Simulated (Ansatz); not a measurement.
# F: eigenvalues along the path

```yaml
crystal:
  lattice:
    - [0.00000, 1.71729, 1.71729]
    - [1.71729, 0.00000, 1.71729]
    - [1.71729, 1.71729, 0.00000]
  atoms:
    - { symbol: F, position: [0.00000, 0.00000, 0.00000] }
```

The structure comes from a relaxation in the same program, started in the fcc type, and has space group Fm-3m. Whether it is a known phase or the ground state wasn't checked.

Method: Ansatz 0.2.0, DFT, PBE, all-electron LAPW, scalar-relativistic.

Sampling and basis: a Γ-centred 16×16×16 k mesh, Fermi–Dirac smearing of 0.05 eV, basis error target 0.5 meV/atom, no spin polarisation.

Path points, in fractions of the reciprocal vectors: Γ (0.000, 0.000, 0.000), X (0.500, 0.000, 0.500), U (0.625, 0.250, 0.625), K (0.375, 0.375, 0.750), L (0.500, 0.500, 0.500), W (0.500, 0.250, 0.750). Levels in eV from the Fermi level; bands 1 to 4, counted from the lowest band of the run. The gap is zero.

```
# k(1/Å) point b1 b2 b3 b4
0.000 Γ -21.64 0.53 0.53 0.53
0.229 - -21.57 0.34 0.48 0.48
0.457 - -21.37 -0.18 0.33 0.33
0.686 - -21.06 -0.89 0.12 0.12
0.915 - -20.67 -1.63 -0.13 -0.13
1.143 - -20.27 -2.31 -0.37 -0.37
1.372 - -19.91 -2.86 -0.57 -0.57
1.601 - -19.66 -3.20 -0.71 -0.71
1.829 X -19.57 -3.32 -0.75 -0.75
1.910 - -19.57 -3.31 -0.78 -0.75
1.991 - -19.57 -3.28 -0.85 -0.73
2.072 - -19.57 -3.23 -0.97 -0.71
2.153 - -19.57 -3.15 -1.12 -0.67
2.234 - -19.57 -3.06 -1.30 -0.63
2.314 - -19.58 -2.95 -1.50 -0.58
2.395 - -19.58 -2.82 -1.71 -0.52
2.476 U -19.60 -2.68 -1.92 -0.46
2.616 - -19.61 -2.60 -1.98 -0.47
2.756 - -19.62 -2.56 -1.95 -0.54
2.896 - -19.63 -2.56 -1.87 -0.63
3.036 - -19.63 -2.57 -1.83 -0.67
3.176 - -19.63 -2.56 -1.87 -0.63
3.316 - -19.62 -2.56 -1.95 -0.54
3.456 - -19.61 -2.60 -1.98 -0.47
3.596 K -19.60 -2.68 -1.92 -0.46
3.839 - -19.70 -2.45 -2.16 -0.24
4.082 - -19.91 -2.69 -1.58 -0.02
4.324 - -20.22 -2.55 -0.99 0.18
4.567 - -20.61 -2.04 -0.45 0.33
4.809 - -21.00 -1.27 -0.02 0.44
5.052 - -21.34 -0.42 0.29 0.50
5.294 - -21.56 0.26 0.47 0.52
5.537 Γ -21.64 0.53 0.53 0.53
5.735 - -21.59 0.34 0.52 0.52
5.933 - -21.43 -0.19 0.47 0.47
6.131 - -21.20 -0.94 0.40 0.40
6.329 - -20.91 -1.78 0.33 0.33
6.527 - -20.60 -2.59 0.25 0.25
6.725 - -20.32 -3.27 0.19 0.19
6.923 - -20.13 -3.71 0.14 0.14
7.121 L -20.06 -3.87 0.13 0.13
7.283 - -20.04 -3.83 0.04 0.11
7.445 - -19.99 -3.70 -0.23 0.04
7.606 - -19.91 -3.49 -0.61 -0.07
7.768 - -19.81 -3.22 -1.05 -0.23
7.930 - -19.71 -2.90 -1.48 -0.43
8.091 - -19.63 -2.57 -1.83 -0.67
8.253 - -19.57 -2.27 -2.05 -0.91
8.415 W -19.55 -2.13 -2.13 -1.02
8.529 - -19.55 -2.38 -1.88 -1.01
8.643 - -19.55 -2.61 -1.63 -0.98
8.758 - -19.56 -2.81 -1.40 -0.94
8.872 - -19.56 -2.99 -1.18 -0.89
8.986 - -19.57 -3.13 -1.00 -0.84
9.101 - -19.57 -3.24 -0.87 -0.79
9.215 - -19.57 -3.30 -0.78 -0.76
9.329 X -19.57 -3.32 -0.75 -0.75
```
